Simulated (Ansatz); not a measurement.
# TiO2 (I4_1/amd): the host for defect calculations, part 2 of 2

Aim: the runs on the perfect crystal TiO2 (I4_1/amd) that a defect calculation needs first.

Ansatz 0.2.0; plane-wave PAW DFT, r2SCAN; relaxation of the host's cell and atoms; PAW set soft_1 (the session's first sound run).

So far. Step 3 (Dielectric tensors of the host): The principal values of the electronic dielectric tensor are 6.30, 6.86 and 6.86. The principal values of the static dielectric tensor are 30.22, 65.68 and 65.68.

## Step 4: Defect free supercell relaxed in its symmetry

This cell, the one that will hold the defects, is built from the relaxed host. Its coarser k-points can move the atoms a little, so it is relaxed from the symmetric sites, as the reference for the test of stability.

This step: plane-wave PAW DFT, r2SCAN; relaxation of the defect-free supercell in its symmetry; PAW set soft_1 (Ansatz 0.2.0).

System of this step: TiO2 (I4_1/amd). The cell holds 96 atoms: 32 Ti and 64 O. Cell: a = 10.684 Å, b = 10.684 Å, c = 9.593 Å, α = 90.0°, β = 90.0°, γ = 90.0°.

The input, pristine.symmetric/input.yaml:

```yaml
crystal:
  lattice:
    - [7.5544556283, 7.5544556283, 0.0]
    - [-7.5544556283, 7.5544556283, 0.0]
    - [0.0, 0.0, 9.5930938415]
  atoms:
    - { symbol: Ti, position: [0.0, 0.0, 0.0] }
    - { symbol: Ti, position: [0.0, 0.25, 0.5] }
    - { symbol: Ti, position: [0.25, 0.0, 0.5] }
    - { symbol: Ti, position: [0.25, 0.25, 0.0] }
    - { symbol: Ti, position: [0.125, 0.125, 0.25] }
    - { symbol: Ti, position: [0.125, 0.375, 0.75] }
    - { symbol: Ti, position: [0.375, 0.125, 0.75] }
    - { symbol: Ti, position: [0.375, 0.375, 0.25] }
    - { symbol: O, position: [0.125, 0.125, 0.4571603797] }
    - { symbol: O, position: [0.125, 0.375, 0.9571603797] }
    - { symbol: O, position: [0.375, 0.125, 0.9571603797] }
    - { symbol: O, position: [0.375, 0.375, 0.4571603797] }
    - { symbol: O, position: [0.0, 0.0, 0.2071603797] }
    - { symbol: O, position: [0.0, 0.25, 0.7071603797] }
    - { symbol: O, position: [0.25, 0.0, 0.7071603797] }
    - { symbol: O, position: [0.25, 0.25, 0.2071603797] }
    - { symbol: O, position: [0.125, 0.125, 0.0428396203] }
    - { symbol: O, position: [0.125, 0.375, 0.5428396203] }
    - { symbol: O, position: [0.375, 0.125, 0.5428396203] }
    - { symbol: O, position: [0.375, 0.375, 0.0428396203] }
    - { symbol: O, position: [0.0, 0.0, 0.7928396203] }
    - { symbol: O, position: [0.0, 0.25, 0.2928396203] }
    - { symbol: O, position: [0.25, 0.0, 0.2928396203] }
    - { symbol: O, position: [0.25, 0.25, 0.7928396203] }
    - { symbol: Ti, position: [0.0, 0.5, 0.0] }
    - { symbol: Ti, position: [0.0, 0.75, 0.5] }
    - { symbol: Ti, position: [0.25, 0.5, 0.5] }
    - { symbol: Ti, position: [0.25, 0.75, 0.0] }
    - { symbol: Ti, position: [0.125, 0.625, 0.25] }
    - { symbol: Ti, position: [0.125, 0.875, 0.75] }
[... 60 atom lines left out ...]
    - { symbol: O, position: [0.875, 0.625, 0.5428396203] }
    - { symbol: O, position: [0.875, 0.875, 0.0428396203] }
    - { symbol: O, position: [0.5, 0.5, 0.7928396203] }
    - { symbol: O, position: [0.5, 0.75, 0.2928396203] }
    - { symbol: O, position: [0.75, 0.5, 0.2928396203] }
    - { symbol: O, position: [0.75, 0.75, 0.7928396203] }
basis:
  ecutwfc: 500
  xc_grid: 2
hamiltonian:
  xc: r2scan
  pseudopotentials: { kind: paw, azcp: { folder: soft_1 } }
kpoints:
  mp_grid: { grid: [1, 1, 1] }
scf:
  occupations: { method: fermi_dirac, width: 0.01 }
  max_iter: 100
  lower_state_search: "off"
output:
  forces: true
relax:
  f_tol: 0.015
  max_steps: 60
  escape_saddle: false
checkpoint:
  write: "../pristine.symmetric.run"
  compress: false
  write_wavefunctions: false
  write_every: 100000
```

Run with:

```
ansatz run input.yaml --threads 32 --pin off --max-ram 131891MiB --backend cuda --events-out ev --progress --plain --runs-dir out
```

Numbers of over 12 decimals in the logs are rounded to 6 here.

What it wrote:

```text
[...]
device memory: the entry about to start is reckoned to put 4.5 GiB on a device that reports 182.5 GiB free
GPU FFT provider: cuFFT
GPU libraries: cuBLAS 13.8.1, cuFFT 12.4.0, cuSOLVER 12.3.2
GPU matrix products: emulated (plane waves: as basis.precision tells), large ones in fixed point in workspaces of 1.00 GiB
Crystal: 96 atoms, lattice volume = 1094.952 Å³
Basis set: ecut = 500 eV, 27819 PW (Γ), exchange–correlation on 160×160×144 points (8 copies of the dense FFT grid, shifted against one another)
Bands: 480, of which v1, the nominal top of the filled ones, is band 384 counted from 1 (383 counted from 0)
Symmetry: 256 space group operations
[...]
k-points: 1
[...]
GPU buffer pool allocated for 460800 grid points (all kernels)
GPU transforms: local potential and band sums: pruned to the plane-wave sphere, on 80×80×72
[...]
SCF iter   1: F=-116651.585818 eV  HF=-116684.616157 eV  |Δ(HF+E_count)|=         —  Δρ=7.84e-2  dr2=7.13e1  dr2_τ=1.16e1  Hψ=1571
[...]
SCF iter   8: F=-116682.169737 eV  HF=-116682.169737 eV  |Δ(HF+E_count)|=   1.11e-5  Δρ=8.91e-6  dr2=7.99e-7  dr2_τ=3.32e-8  Hψ=1241
SCF 1 converged in 8 iterations: F = -116682.169737 eV  dr2 = 7.99e-7
[...]
relax step   1: F+E_penalty+E_count = -116682.16973722 eV  Δ(F+E_penalty+E_count) = +0.000e0 eV  max|allowed force component| = 3.571e-3 eV/Å  Δτ_max = 0.0000 Å  (8 SCF iters, dr2 threshold 5.63e-6 eV, accepted)
[...]
SCF iter   4: F=-116682.169737 eV  HF=-116682.169737 eV  |Δ(HF+E_count)|=   9.85e-8  Δρ=5.23e-7  dr2=2.75e-9  dr2_τ=4.15e-10  Hψ=1089
SCF 2 converged in 4 iterations: F = -116682.169737 eV  dr2 = 2.75e-9
relax step   2: F+E_penalty+E_count = -116682.16973743 eV  Δ(F+E_penalty+E_count) = -2.017e-7 eV  max|allowed force component| = 3.561e-3 eV/Å  Δτ_max = 0.0000 Å  (4 SCF iters, accepted)
[...]
SCF iter   2: F=-116682.169737 eV  HF=-116682.169737 eV  |Δ(HF+E_count)|=  9.46e-10  Δρ=3.05e-7  dr2=1.32e-9  dr2_τ=3.88e-11  Hψ=740
SCF 3 converged in 2 iterations: F = -116682.169737 eV  dr2 = 1.32e-9
SCF converged after 2 iterations
Free energy (F): -116682.169737 eV
[...]
Internal energy: -116682.169737 eV  (E = F + TS)
E sigma→0 (E₀):  -116682.169737 eV
Fermi energy:    8.080383 eV
[...]
--- Relaxed structure (2 steps of the walk, 2 accepted, 0 SCFs on fresh bases) ---
  F+E_penalty+E_count = -116682.16973743 eV   max|allowed force component| = 3.561e-3 eV/Å
  atoms:
    - { symbol: Ti, position: [0.0, 0.0, 0.0] }
    - { symbol: Ti, position: [0.0, 0.250000, 0.500000] }
    - { symbol: Ti, position: [0.250000, 0.0, 0.500000] }
    - { symbol: Ti, position: [0.250000, 0.250000, 0.0] }
    - { symbol: Ti, position: [0.125000, 0.125000, 0.250000] }
    - { symbol: Ti, position: [0.125, 0.375000, 0.75] }
  [... 90 more lines of this table ...]
```

It took 2.3 s on 1 × NVIDIA GB200 with 32 threads of Arm Neoverse V2, shared host; peak memory 1.4 GiB.

No atom moved by 0.005 Å in the relaxation.

## Step 5: Defect free supercell relaxed from displaced atoms

This step: plane-wave PAW DFT, r2SCAN; relaxation of the defect-free supercell from random displacements, a test of the host's stability; PAW set soft_1 (Ansatz 0.2.0).

pristine.rattled/input.yaml, as its differences from pristine.symmetric/input.yaml of step 4:

```diff
@@ -59,6 +59,6 @@
   f_tol: 0.015
-  max_steps: 60
-  escape_saddle: false
+  max_steps: 120
+  random_displacement: { amplitude: 0.06, seed: 5637 }
 checkpoint:
-  write: "../pristine.symmetric.run"
+  write: "../pristine.rattled.run"
   compress: false
```

What it wrote:

```text
[...]
Crystal: 96 atoms, lattice volume = 1094.952 Å³
Basis set: ecut = 500 eV, 27819 PW (Γ), exchange–correlation on 160×160×144 points (8 copies of the dense FFT grid, shifted against one another)
Bands: 480, of which v1, the nominal top of the filled ones, is band 384 counted from 1 (383 counted from 0)
Symmetry: 1 space group operations
k-points: 1
[...]
SCF iter   1: F=-116648.160096 eV  HF=-116682.205007 eV  |Δ(HF+E_count)|=         —  Δρ=7.88e-2  dr2=7.26e1  dr2_τ=1.17e1  Hψ=1570
[...]
SCF iter   3: F=-116678.038579 eV  HF=-116679.245622 eV  |Δ(HF+E_count)|=   8.37e-1  Δρ=2.26e-2  dr2=6.34e0  dr2_τ=2.56e-1  Hψ=596
[...]
SCF 1 converged in 10 iterations: F = -116679.341500 eV  dr2 = 4.55e-6
[...]
relax step   1: F+E_penalty+E_count = -116679.34150007 eV  Δ(F+E_penalty+E_count) = +0.000e0 eV  max|allowed force component| = 2.711e0 eV/Å  Δτ_max = 0.0000 Å  (10 SCF iters, dr2 threshold 5.63e-6 eV, accepted)
[...]
relax step   2: F+E_penalty+E_count = -116681.59487682 eV  Δ(F+E_penalty+E_count) = -2.253e0 eV  max|allowed force component| = 9.562e-1 eV/Å  Δτ_max = 0.0670 Å  (7 SCF iters, dr2 threshold 1.00e-4 eV, accepted)
relax step   3: F+E_penalty+E_count = -116682.16300614 eV  Δ(F+E_penalty+E_count) = -5.681e-1 eV  max|allowed force component| = 7.973e-2 eV/Å  Δτ_max = 0.0631 Å  (7 SCF iters, dr2 threshold 5.71e-5 eV, accepted)
relax step   4: F+E_penalty+E_count = -116682.16999313 eV  Δ(F+E_penalty+E_count) = -6.987e-3 eV  max|allowed force component| = 3.560e-3 eV/Å  Δτ_max = 0.0133 Å  (7 SCF iters, dr2 threshold 3.97e-7 eV, accepted)
[...]
SCF iter   2: F=-116682.169993 eV  HF=-116682.169993 eV  |Δ(HF+E_count)|=   9.04e-8  Δρ=4.20e-6  dr2=1.61e-7  dr2_τ=1.02e-8  Hψ=492
SCF iter   3: F=-116682.169993 eV  HF=-116682.169993 eV  |Δ(HF+E_count)|=   5.73e-8  Δρ=2.74e-6  dr2=8.64e-8  dr2_τ=8.46e-9  Hψ=1101
SCF 5 converged in 3 iterations: F = -116682.169993 eV  dr2 = 8.64e-8
[...]
relax step   5: F+E_penalty+E_count = -116682.16999315 eV  Δ(F+E_penalty+E_count) = -2.273e-8 eV  max|allowed force component| = 3.485e-3 eV/Å  Δτ_max = 0.0000 Å  (3 SCF iters, accepted)
[...]
SCF iter   1: F=-116682.169993 eV  HF=-116682.169993 eV  |Δ(HF+E_count)|=         —  Δρ=2.75e-6  dr2=8.68e-8  dr2_τ=8.50e-9  Hψ=1753
[...]
SCF iter   2: F=-116682.169993 eV  HF=-116682.169993 eV  |Δ(HF+E_count)|=   7.36e-9  Δρ=1.07e-6  dr2=2.01e-8  dr2_τ=2.63e-9  Hψ=1286
SCF 6 converged in 2 iterations: F = -116682.169993 eV  dr2 = 2.01e-8
SCF converged after 2 iterations
Free energy (F): -116682.169993 eV
[...]
Internal energy: -116682.169993 eV  (E = F + TS)
E sigma→0 (E₀):  -116682.169993 eV
Fermi energy:    8.080138 eV
[...]
--- Forces (eV/Å), atoms counted from 1 ---
  atom   1  Ti     0.00199123     0.00240310    -0.00197779
  atom   2  Ti    -0.00089262     0.00105942    -0.00133470
  atom   3  Ti     0.00006692     0.00006195    -0.00203102
  atom   4  Ti     0.00080255     0.00009422    -0.00143013
  atom   5  Ti     0.00010406     0.00039924    -0.00306247
  atom   6  Ti    -0.00090734    -0.00038445    -0.00094905
  [... 90 more lines of this table ...]
  max |Σ_I F_I| component: 8.99e-2 eV/Å
--- Relaxed structure (5 steps of the walk, 5 accepted, 0 SCFs on fresh bases) ---
  F+E_penalty+E_count = -116682.16999315 eV   max|allowed force component| = 3.485e-3 eV/Å
  atoms:
    - { symbol: Ti, position: [-0.000484, 0.000438, -0.000556] }
    - { symbol: Ti, position: [-0.000357, 0.250432, 0.499470] }
    - { symbol: Ti, position: [0.249655, 0.000434, 0.499493] }
    - { symbol: Ti, position: [0.249533, 0.250430, -0.000507] }
    - { symbol: Ti, position: [0.124627, 0.125350, 0.249468] }
    - { symbol: Ti, position: [0.124640, 0.375456, 0.749472] }
  [... 90 more lines of this table ...]
```

Run time: 3.9 s. Hardware: 1 × NVIDIA GB200 with 32 threads; peak memory 1.4 GiB; 14 s of CPU time.

Relaxation path:

```tsv
step	energy less that of the first step (eV)	largest force component (eV/Å)
1	0.0000	2.7112
2	-2.2534	0.9562
3	-2.8215	0.0797
4	-2.8285	0.0036
5	-2.8285	0.0035
```

The relaxation ends 29 meV an atom lower than the displaced start, with a largest force component of 0.0035 eV/Å.

## Step 6: Host on a dense mesh

This step: plane-wave PAW DFT, r2SCAN; single point of the defect-free host, a test of the k-point sampling; PAW set soft_1 (Ansatz 0.2.0).

System of this step: TiO2 (I4_1/amd). It takes space group I4_1/amd (No. 141, tetragonal). Conventional cell: a = 3.777 Å, b = 3.777 Å, c = 9.593 Å, α = 90.00°, β = 90.00°, γ = 90.00°. Nearest to Ti lie 6 O at 1.93 to 1.99 Å. O has 3 Ti at 1.93 to 1.99 Å nearest. Farther neighbours and most contacts between anions are not listed.

The input, dense/input.yaml:

```yaml
crystal:
  lattice:
    - [-1.8886139071, 1.8886139071, 4.7965469208]
    - [1.8886139071, -1.8886139071, 4.7965469208]
    - [1.8886139071, 1.8886139071, -4.7965469208]
  atoms:
    - { symbol: Ti, position: [0.0, 0.0, 0.0] }
    - { symbol: Ti, position: [0.75, 0.25, 0.5] }
    - { symbol: O, position: [0.9571603797, 0.4571603797, 0.5] }
    - { symbol: O, position: [0.2071603797, 0.2071603797, 0.0] }
    - { symbol: O, position: [0.5428396203, 0.0428396203, 0.5] }
    - { symbol: O, position: [0.7928396203, 0.7928396203, 0.0] }
basis:
  ecutwfc: 500
  xc_grid: 2
hamiltonian:
  xc: r2scan
  pseudopotentials: { kind: paw, azcp: { folder: soft_1 } }
kpoints:
  mp_grid: { grid: [10, 10, 10] }
scf:
  occupations: { method: fermi_dirac, width: 0.01 }
  max_iter: 100
  lower_state_search: "off"
checkpoint:
  write: "../dense.run"
  compress: false
  write_wavefunctions: false
  write_every: 100000
```

What it wrote:

```text
[...]
GPU FFT provider: cuFFT
GPU libraries: cuBLAS 13.8.1, cuFFT 12.4.0, cuSOLVER 12.3.2
[...]
Crystal: 6 atoms, lattice volume = 68.434 Å³
Basis set: ecut = 500 eV, 1693 PW (Γ), FFT grids on a1+a3, a2+a3, a3, exchange–correlation on 60×60×90 points (8 copies of the dense FFT grid, shifted against one another)
Bands: 30, of which v1, the nominal top of the filled ones, is band 24 counted from 1 (23 counted from 0)
Symmetry: 16 space group operations
[...]
k-points: 102 of 1000
[...]
GPU buffer pool allocated for 40500 grid points (all kernels)
GPU transforms: local potential: pruned to the plane-wave sphere, on 27×27×45; band sums: pruned to the plane-wave sphere, on 30×30×45
[...]
SCF iter   1: F=-7290.806276 eV  HF=-7292.803289 eV  |Δ(HF+E_count)|=         —  Δρ=7.77e-2  dr2=4.37e0  dr2_τ=7.13e-1  Hψ=11670
[...]
SCF iter   8: F=-7292.659339 eV  HF=-7292.659339 eV  |Δ(HF+E_count)|=   2.54e-7  Δρ=6.29e-6  dr2=1.33e-8  dr2_τ=2.66e-9  Hψ=9158
SCF 1 converged in 8 iterations: F = -7292.659339 eV  dr2 = 1.33e-8
[...]
SCF converged after 8 iterations
Free energy (F): -7292.659339 eV
[...]
Internal energy: -7292.659339 eV  (E = F + TS)
E sigma→0 (E₀):  -7292.659339 eV
Fermi energy:    8.101250 eV
[...]
```

It took 1.6 s on 1 × NVIDIA GB200 with 32 threads; peak memory 1.1 GiB.

## Step 7: Defect free supercell at the zone centre

The supercell is run at the zone centre, to see how far that sampling misses the dense mesh.

System of this step: TiO2 (I4_1/amd). The cell holds 96 atoms: 32 Ti and 64 O. Its edges and angles: a = 10.684 Å, b = 10.684 Å, c = 9.593 Å, α = 90.0°, β = 90.0°, γ = 90.0°.

pristine.sampling_gamma/input.yaml, as its differences from pristine.rattled/input.yaml of step 5:

```diff
@@ -55,10 +55,4 @@
   lower_state_search: "off"
-output:
-  forces: true
-relax:
-  f_tol: 0.015
-  max_steps: 120
-  random_displacement: { amplitude: 0.06, seed: 5637 }
 checkpoint:
-  write: "../pristine.rattled.run"
+  write: "../pristine.sampling_gamma.run"
   compress: false
```

What it wrote:

```text
[...]
GPU FFT provider: cuFFT
GPU libraries: cuBLAS 13.8.1, cuFFT 12.4.0, cuSOLVER 12.3.2
[...]
Crystal: 96 atoms, lattice volume = 1094.952 Å³
Basis set: ecut = 500 eV, 27819 PW (Γ), exchange–correlation on 160×160×144 points (8 copies of the dense FFT grid, shifted against one another)
Bands: 480, of which v1, the nominal top of the filled ones, is band 384 counted from 1 (383 counted from 0)
Symmetry: 256 space group operations
[...]
k-points: 1
[...]
GPU buffer pool allocated for 460800 grid points (all kernels)
[...]
SCF iter   1: F=-116651.585879 eV  HF=-116684.616162 eV  |Δ(HF+E_count)|=         —  Δρ=7.84e-2  dr2=7.13e1  dr2_τ=1.16e1  Hψ=1571
[...]
SCF iter   9: F=-116682.169737 eV  HF=-116682.169737 eV  |Δ(HF+E_count)|=   5.72e-7  Δρ=1.59e-6  dr2=2.98e-8  dr2_τ=1.19e-9  Hψ=978
SCF 1 converged in 9 iterations: F = -116682.169737 eV  dr2 = 2.98e-8
[...]
SCF converged after 9 iterations
Free energy (F): -116682.169737 eV
[...]
Internal energy: -116682.169737 eV  (E = F + TS)
E sigma→0 (E₀):  -116682.169737 eV
Fermi energy:    8.080391 eV
[...]
```

Run time: 1.6 s. Hardware: 1 × NVIDIA GB200 with 32 threads; peak memory 1.4 GiB; 3.4 s of CPU time.

## Step 8: Results

- primitive cell vectors, lengths: 5.490, 5.490, 5.490 Å
- electronic dielectric constant: principal values (6.30, 6.86, 6.86)
- static dielectric constant: principal values (30.22, 65.68, 65.68)
- gap on the k-mesh of the response run (PBEsol): 2.11 eV
- supercell relaxed in its symmetry less the displaced and relaxed one: 0.000 eV
- energy an atom at the zone centre alone less that on the dense mesh: 0.004 eV

Step 5: The energy fell by 2.828 eV from the randomly displaced start; the atoms end within 0.005 Å of the sites as typed, once the mean shift is taken out. The displaced cell ends within 0.01 eV of the symmetric one relaxed in its symmetry, so no lower structure shows in this supercell. The k-mesh can miss the band edges, so this gap is an upper bound at this level. All at zero temperature.

Calculation against experiment:

| quantity | measured | r2SCAN | PBEsol |
| --- | --- | --- | --- |
| lattice constant a (Å) | 3.782 | 3.777 (-0.1 %) | - |
| lattice constant c (Å) | 9.502 | 9.593 (+1.0 %) | - |
| band gap (gap on the k-mesh) (eV) | 3.293 | 2.55 (-0.74 eV) | 2.11 (-1.19 eV) |

Measured values from pmc:7952686 (2021) and pmc:11477903 (2024).

How well it matches: The lattice constant a is off by -0.1 %: good agreement. The lattice constant c is off by +1.0 %: fair agreement. For the band gap, of the levels listed nearest comes r2SCAN (-0.74 eV) and farthest PBEsol (-1.19 eV). Local and semilocal functionals usually give gaps below the measured ones. The computed gap is read on a k-mesh, which can miss the band edges. An optical gap can lie under the band gap by the exciton's binding. Zero-point and thermal motion shift the measured gap. The grades are ours: good and fair within 0.7 and 1.5 % for the lattice constant a and 0.8 and 2 % for the lattice constant c. For lattice constants the calculation has a static lattice, without zero-point motion or thermal expansion.

[Logs are printed without paths, hosts, clocks, repeated set-up lines and the standing remarks that a program may print on its own settings, such as how far it seeks lower states.]

[Hosts, paths, dates, database ids (printed as entryN), source tags and the programs' standing remarks are cut or masked in the printed files.]

[Runs of the host that timed out are not shown.]

[For some hosts the program warned that the k-mesh of the response run may be too coarse for force constants and the static dielectric constant; such warnings are not always shown.]
